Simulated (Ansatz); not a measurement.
Working through an equation of state with a fit of IrO2, space group P4_2/mnm

Computed with Ansatz's Python interface.

The cells in order, each with its output:

```python
import warnings

import ansatz as az
import numpy as np
```

```python
XC = "pbe"
FILLING = "Fermi-Dirac"
SMEARING_WIDTH = 0.1
ECUT = 500
MESH = (5, 5, 7)
```

```python
VECTORS = np.array([
    [4.5051, 0.0, 0.0],
    [0.0, 4.5051, 0.0],
    [0.0, 0.0, 3.1586],
])
SITES = [
    ("Ir", (0.0, 0.0, 0.0)),
    ("Ir", (0.5, 0.5, 0.5)),
    ("O", (0.3077, 0.3077, 0.0)),
    ("O", (0.1923, 0.8077, 0.5)),
    ("O", (0.6923, 0.6923, 0.0)),
    ("O", (0.8077, 0.1923, 0.5)),
]
```

```python
def crystal_on(cell):
    crystal = az.Crystal(lattice=az.Lattice.of(cell))
    for symbol, position in SITES:
        crystal = crystal.atom(symbol, position)
    return crystal
```

```python
warnings.simplefilter("ignore", az.DeckWarning)
```

```python
# scale the volume, keep shape and fractions
volumes, energies = [], []
for scale in np.linspace(0.92, 1.08, 7):
    cell = VECTORS * scale ** (1 / 3)
    calculation = (
        crystal_on(cell).calculation()
        .functional(XC)
        .occupations(FILLING, width=SMEARING_WIDTH)
        .basis(ECUT)  # a bare number is in eV
        .kpoints(*MESH)  # the mesh must be finer for metals
    )
    summary = calculation.run(threads=1, backend="cpu").report
    volumes.append(abs(np.linalg.det(cell)) / len(SITES))
    energies.append(summary["free_energy_ev"] / len(SITES))
    print(f"V = {volumes[-1]:8.4f} A^3/atom  F = {energies[-1]:.5f} eV/atom")
```

    V =   9.8297 A^3/atom  F = -4355.78160 eV/atom
    V =  10.1146 A^3/atom  F = -4355.83425 eV/atom
    V =  10.3995 A^3/atom  F = -4355.86758 eV/atom
    V =  10.6845 A^3/atom  F = -4355.88434 eV/atom
    V =  10.9694 A^3/atom  F = -4355.88686 eV/atom
    V =  11.2543 A^3/atom  F = -4355.87718 eV/atom
    V =  11.5392 A^3/atom  F = -4355.85702 eV/atom

```python
# third-order Birch-Murnaghan: a cubic in V^(-2/3)
x = np.array(volumes) ** (-2 / 3)
poly = np.polynomial.Polynomial.fit(x, energies, 3).convert()
roots = poly.deriv().roots()
x0 = min((r.real for r in roots if abs(r.imag) < 1e-9 and poly.deriv(2)(r.real) > 0), key=lambda r: abs(r - x.mean()))
v0 = x0 ** -1.5
b0 = 4 / 9 * poly.deriv(2)(x0) * v0 ** (-7 / 3) * 160.21766
b1 = 4 + 2 / 3 * x0 * poly.deriv(3)(x0) / poly.deriv(2)(x0)
print(f"V0 = {v0:.4f} A^3/atom, B0 = {b0:.1f} GPa, dB/dP = {b1:.2f}")
```

    V0 = 10.8807 A^3/atom, B0 = 274.4 GPa, dB/dP = 4.81

A third-order Birch-Murnaghan fit through the 7 points has its minimum at 10.88 Å³ an atom, 1.8 % above the typed cell, with a bulk modulus of 274 GPa and dB/dP = 4.8. From that minimum the energy rises by 105.9 meV an atom on the compressed side and 30.5 meV on the expanded side.

Reading the output:
- Total energies depend on the potentials; only differences at equal settings carry meaning.
- No spin polarisation was allowed.
- Shape and fractional positions are held along the curve, so the bulk modulus is an upper value where they are free to relax.
- For a metal this k-point mesh is coarse: on a finer one energies can move by several to tens of meV an atom and pressures by half a GPa or more, differences at one mesh by less.
- Spin-orbit coupling, which matters for elements this heavy, is left out.
- The structure is a deposited one; some such entries were measured under pressure or heat, so a shift against it needn't be the functional's error alone.
- Finished in 20 s on 1 thread of Arm Neoverse V1, with other jobs on the host, peak memory 0.41 GiB.
